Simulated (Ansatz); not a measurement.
Zone-centre phonons of MoP at 5 GPa: input and output

These are results of DFT LDA, scalar-relativistic, plane waves, PAW in Ansatz, not measurements.

Launched with:
```bash
ansatz run input.yaml --threads 1 --pin off --max-ram 3072MiB --backend cpu --events-out ev --progress --plain --runs-dir out
```

Input (bare energies are in eV):
```yaml
crystal:
  lattice:
    - [3.1681549816, 0.0, 0.0]
    - [-1.5840774908, 2.7437026972, 0.0]
    - [0.0, 0.0, 3.1432569142]
  atoms:
    - { symbol: Mo, position: [0.0, 0.0, 0.0] }
    - { symbol: P, position: [0.3333333333, 0.6666666667, 0.5] }
basis:
  ecutwfc: 420
kpoints:
  mp_grid: { grid: [18, 18, 14] }
hamiltonian:
  xc: lda
scf:
  occupations: { method: fermi_dirac, width: 0.15 }
output:
  eigenvalues: true
phonons:
  method: dfpt
  eigenvectors: true
```

The end of the output:
```
--- Phonons (Γ-DFPT): 4 representative perturbations + reference, on 728 of 4536 k-points (Σ response iterations 12) ---
  k mesh reduced under 4 symmetry operations, with k and −k counted as one. Each operation leaves every solved displacement unchanged or reverses it
  ASR residual: 1.304e-3 → 0.000e0 eV/Å²; symmetrization residual: 3.363e-6 eV/Å²
  ASR residual per site (eV/Å²): 1.30e-3 1.10e-5
  Γ frequencies (cm⁻¹): 0.00 0.00 0.00 426.25 426.25 427.10
  non-analytic LO–TO correction: not included (Born effective charges unavailable; polar crystals: no LO–TO splitting at Γ)
```

Time: 87 s on 1 thread of AMD EPYC 7R43 64-Core Processor (Zen 3), on a shared host, peak memory 1.1 GiB.

In a metal, frequencies and elastic constants depend on the k mesh and the smearing, soft modes and shear constants most. Other phases may be more stable at this pressure.